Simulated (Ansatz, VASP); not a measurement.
# Cs in VASP and in Ansatz

File INCAR:

```
PREC = Accurate
ENCUT = 520
EDIFF = 1E-7
ISMEAR = -1
SIGMA = 0.05
LREAL = F
LASPH = T
NELM = 100
ALGO = Normal
ISIF = 2
LWAVE = F
LCHARG = F
GGA = PE
NBANDS = 16
```

The input KPOINTS:

```
Automatic mesh
0
Gamma
  7 7 7
```

The input POSCAR:

```
Cs
1.0
   -2.5707596849      2.5707596849      9.6596187484
    2.5707596849     -2.5707596849      9.6596187484
    2.5707596849      2.5707596849     -9.6596187484
Cs
2
Direct
    0.5000000000      0.5000000000      0.0000000000
    0.2500000000      0.7500000000      0.5000000000
```

Contents of input.yaml:

```yaml
crystal:
  lattice:
    - [-2.5707596849, 2.5707596849, 9.6596187484]
    - [2.5707596849, -2.5707596849, 9.6596187484]
    - [2.5707596849, 2.5707596849, -9.6596187484]
  atoms:
    - { symbol: Cs, position: [0.5, 0.5, 0.0] }
    - { symbol: Cs, position: [0.25, 0.75, 0.5] }
hamiltonian:
  xc: pbe
  pseudopotentials: { kind: paw }
kpoints:
  mp_grid: { grid: [7, 7, 7] }
scf:
  occupations: { method: fermi_dirac, width: 0.05 }
output:
  forces: true
  stress: true
  eigenvalues: true
  write_density: true
  write_potential: true
  elf: true
  volumetric_format: npy
```

Change from the starting cell: volume scaled by 1.02.

Alike in both runs: task single point; functional PBE; k mesh 7 × 7 × 7; occupations fermi-dirac, width 0.05 eV; no spin polarisation.

|  | VASP | Ansatz |
| --- | --- | --- |
| version | VASP 6.6.1 | Ansatz 0.2.0 |
| potentials or method | VASP PAW PBE potentials, release 64 (Cs_sv) | Ansatz PAW |
| plane-wave cutoff (eV) | 520 | 420 |
| valence electrons in the cell | 18 | 18 |

|  | VASP | Ansatz | Ansatz less VASP |
| --- | --- | --- | --- |
| gap on the k mesh at the Fermi level (eV) | none | none | - |
| pressure (GPa) | -0.1 | -0.1 | +0.01 |
| largest component of the traceless stress (GPa) | 0.08 | 0.08 | 0.000 |

A gap of «none» marks a metal or a gap that the smearing closes.

The runs have no spin-orbit coupling, so splittings on Cs are missing.
